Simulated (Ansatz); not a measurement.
In (P6_3/mmc), two-dimensional strain map

These are results of Ansatz 0.2.0, DFT PBE+D3(BJ), scalar-relativistic, plane waves, PAW, not measurements. Cutoff 420 eV, Γ-centred 18×18×10 k-points, Gaussian smearing of 0.15 eV. No spin polarisation. Energies are free energies at this smearing, counted from the undisturbed cell; pressure is positive in compression.

The undisturbed cell (as given, not relaxed at this level; it stands at -0.4 GPa; this form isn't the usual structure):

```
In
1.0
     3.33548    0.00000    0.00000
    -1.66774    2.88861    0.00000
     0.00000    0.00000    5.50914
In
2
Direct
  0.33333 0.66667 0.25000
  0.66667 0.33333 0.75000
```

The cell is strained by p along both x and y and by q along z, fractional coordinates fixed. Points are written (p, q).

Energy above the undisturbed cell in meV/atom (a dash: not computed):

```csv
p \ q,-0.030,-0.015,0.000,0.015,0.030
-0.030,22.9,15.5,10.1,6.8,5.9
-0.015,7.9,–,?,–,?
0.000,?,–,0.0,–,6.1
0.030,6.6,–,14.0,–,28.6
```

(1) Fill in the withheld energies.

Answers

(1) (-0.015, 0.000): 1.7; (-0.015, 0.030): 2.5; (0.000, -0.030): 0.9.